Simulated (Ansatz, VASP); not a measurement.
## One calculation of Zr, two programs

```xyz
2
Lattice="3.2954 0.0000 0.0000 -1.6477 2.8539 0.0000 0.0000 0.0000 5.2479" Properties=species:S:1:pos:R:3 pbc="T T T"
Zr    0.0000    1.9026    1.3120
Zr    1.6477    0.9513    3.9360
```

Change from the starting cell: volume scaled by 1.06.

Alike in both runs: task single point; functional PBE; k mesh 13 × 13 × 7; occupations fermi-dirac, width 0.08 eV; no spin polarisation.

```csv
,VASP,Ansatz
version,VASP 6.6.1,Ansatz 0.2.0
potentials or method,"VASP PAW PBE potentials, release 64 (Zr_sv), cutoff 520 eV","all-electron LAPW, scalar-relativistic"
```

VASP gave:

```
pressure (GPa)                                  : -4.5
largest component of the traceless stress (GPa) : 0.18
```

Problem. What did Ansatz give for the same quantities?

Solution. Pressure (GPa): -4.5; largest component of the traceless stress (GPa): 0.19.

Ansatz ran all-electron here, so the differences hold the error of VASP's frozen core and of both bases.
